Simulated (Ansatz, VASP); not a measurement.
# SrO in VASP and in Ansatz

Contents of POSCAR:

```
SrO
1.0
    3.1637210123      0.0000000000      0.0000000000
    0.0000000000      3.1637210123      0.0000000000
    0.0000000000      0.0000000000      3.1637210123
Sr O
1 1
Direct
    0.0000000000      0.0000000000      0.0000000000
    0.5000000000      0.5000000000      0.5000000000
```

Contents of INCAR.step1:

```
ALGO = Normal ; EDIFF = 1E-4
ENCUT = 520 ; GGA = PE
ISMEAR = 0 ; LASPH = True
LCHARG = False ; LREAL = False
LWAVE = True ; NBANDS = 15
NELM = 60 ; PREC = Accurate
SIGMA = 0.01
```

File INCAR.step2:

```
ALGO = Normal ; EDIFF = 1E-6
ENCUT = 520 ; ISIF = 2
ISMEAR = 0 ; ISTART = 1
LASPH = True ; LCHARG = False
LMIXTAU = True ; LREAL = False
LWAVE = False ; METAGGA = R2SCAN
NBANDS = 15 ; NELM = 60
PREC = Accurate ; SIGMA = 0.01
```

File KPOINTS:

```
k-points
0
Gamma
  6 6 6
```

Input for Ansatz:

```yaml
crystal:
  lattice:
    - [3.1637210123, 0.0, 0.0]
    - [0.0, 3.1637210123, 0.0]
    - [0.0, 0.0, 3.1637210123]
  atoms:
    - { symbol: Sr, position: [0.0, 0.0, 0.0] }
    - { symbol: O, position: [0.5, 0.5, 0.5] }
kpoints:
  mp_grid: { grid: [6, 6, 6] }
hamiltonian:
  xc: r2scan
scf:
  occupations: { method: fixed }
  n_extra_bands: 4
output:
  forces: true
  stress: true
  eigenvalues: true
```

Alike in both runs: task single point; functional r2SCAN; k mesh 6 × 6 × 6; no spin polarisation.

```csv
,VASP,Ansatz
version,VASP 6.6.1,Ansatz 0.2.0
potentials or method,"VASP PAW PBE potentials, release 64 (Sr_sv, O)","plane waves, PAW"
plane-wave cutoff (eV),520,500
occupations,"gaussian, width 0.01 eV",fixed
valence electrons in the cell,16,16
```

Ansatz gave:

- gap on the k mesh at the Fermi level (eV): 3.29
- pressure (GPa): -5.2

Problem. What did VASP give for the same quantities?

Solution. gap on the k mesh at the Fermi level (eV): 3.24; pressure (GPa): -4.6.

Caveats: the PAW data sets were made with another functional, which shifts forces and pressure a little (VASP). A k mesh can miss the band edges. r2SCAN opens gaps a little over a GGA but as a rule still falls short of measured ones.
